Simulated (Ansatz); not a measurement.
ZnS (F-43m), random displacements

Computed with DFT r2SCAN, scalar-relativistic, plane waves, PAW in Ansatz 0.2.0. The runs took a 500 eV cutoff, a Γ-centred 4×4×4 mesh and Gaussian smearing (0.05 eV). No spin polarisation. Energies are free energies at this smearing, counted from the undisturbed cell; pressure is positive in compression.

Reference structure (as given, not relaxed at this level):

```xyz
8
Lattice="5.4093 0.0000 0.0000 0.0000 -5.4093 0.0000 0.0000 0.0000 -5.4093" Properties=species:S:1:pos:R:3 pbc="T T T"
Zn    0.0000   -2.7046   -2.7046
Zn    2.7046    0.0000   -2.7046
Zn    2.7046   -2.7046    0.0000
Zn    0.0000    0.0000    0.0000
S     4.0570   -4.0570   -4.0570
S     1.3523   -1.3523   -4.0570
S     1.3523   -4.0570   -1.3523
S     4.0570   -1.3523   -1.3523
```

The atoms are displaced (Å, in the unstrained cell):

| atom | ux | uy | uz |
| --- | --- | --- | --- |
| Zn1 | -0.034 | 0.024 | 0.003 |
| Zn2 | -0.041 | 0.063 | -0.014 |
| Zn3 | -0.021 | -0.013 | 0.016 |
| Zn4 | 0.006 | -0.031 | -0.047 |
| S5 | 0.052 | -0.057 | -0.001 |
| S6 | -0.007 | -0.061 | -0.035 |
| S7 | 0.096 | 0.010 | -0.050 |
| S8 | -0.050 | 0.064 | 0.128 |

Strain (Voigt, engineering shear): (0.0377, -0.0248, 0.0003, 0.0222, -0.0788, 0.0268).

Task: What are the energy change, the stress and the forces?

Result: ΔE = 57.0 meV/atom; stress (xx, yy, zz, yz, xz, xy; compression positive) (-2.29, 0.07, -0.67, -0.45, 4.43, -1.24) GPa; gap on the mesh 2.32 eV.
| atom | Fx (eV/Å) | Fy | Fz |
| --- | --- | --- | --- |
| Zn1 | -0.15 | 0.25 | 0.08 |
| Zn2 | 0.29 | -0.30 | -0.41 |
| Zn3 | 0.23 | 0.20 | 0.09 |
| Zn4 | 0.37 | 0.71 | 0.15 |
| S5 | -0.12 | 0.06 | 0.23 |
| S6 | 0.24 | 0.11 | 0.57 |
| S7 | -0.89 | -0.14 | 0.40 |
| S8 | 0.03 | -0.90 | -1.12 |

Cost: 1 run of about 1.4 core-minutes, on Arm Neoverse V1 (shared hosts).